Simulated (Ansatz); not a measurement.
# Structure relaxation of Ca

Method: DFT PBE, scalar-relativistic, plane waves, PAW (Ansatz 0.2.0). Cutoff 420 eV, Γ-centred k mesh, Gaussian smearing, no spin polarisation in the final step.

The start is a random cell of Ca without symmetry, drawn with lower limits on the distances.

```
CELL_PARAMETERS angstrom
6.18049 0.00000 0.00000
1.60254 6.69060 0.00000
1.63207 0.17572 4.62197
ATOMIC_POSITIONS crystal
Ca 0.24479 0.52455 0.77275
Ca 0.31245 0.40062 0.34337
Ca 0.85621 0.17456 0.89389
Ca 0.09862 0.71575 0.32828
```

Steps on the 4×4×4 mesh (4 atoms). 12 of 15 steps are shown, and the free energy counts from the last. Trial steps that were taken back and renewals of the plane-wave basis can be among the rows.

| step | ΔF (meV/atom) | V (Å³/atom) | P (GPa) | largest force component (eV/Å) |
| --- | --- | --- | --- | --- |
| 1 | 2095.0 | 47.78 | 6.05 | 5.475 |
| 2 | 1588.0 | 49.40 | 4.53 | 3.722 |
| 4 | 824.6 | 52.41 | 2.11 | 1.823 |
| 5 | 637.7 | 53.29 | 0.93 | 1.093 |
| 6 | 500.9 | 53.20 | 0.06 | 0.673 |
| 7 | 375.8 | 51.55 | -0.44 | 0.476 |
| 9 | 158.1 | 47.27 | -0.90 | 0.350 |
| 10 | 72.5 | 44.84 | -0.70 | 0.303 |
| 11 | 16.5 | 42.98 | -0.32 | 0.125 |
| 12 | 6.1 | 42.29 | -0.09 | 0.011 |
| 14 | 0.0 | 42.35 | 0.04 | 0.001 |
| 15 | 0.0 | 42.35 | 0.04 | 0.001 |

The cell was then made exact in the group found at 0.06 Å. A final relaxation ran on a 20×20×20 mesh. The relaxed crystal, Fm-3m (No. 225):

Space group Fm-3m (No. 225). a = 5.526 Å, b = 5.526 Å, c = 5.526 Å, α = 90.00°, β = 90.00°, γ = 90.00°
| atom | site | symmetry | x | y | z |
| --- | --- | --- | --- | --- | --- |
| Ca | 4b | m-3m | 0.5000 | 0.0000 | 0.0000 |

For Ca, the volume per atom is 42.18 Å³ and the density is 1.58 g/cm³. The gap on the 20×20×20 mesh is 0 eV (a metal).

The final run used a 20×20×20 mesh on its 1-atom cell and 0.10 eV smearing.

A structure relaxed within its symmetry needn't be a true minimum.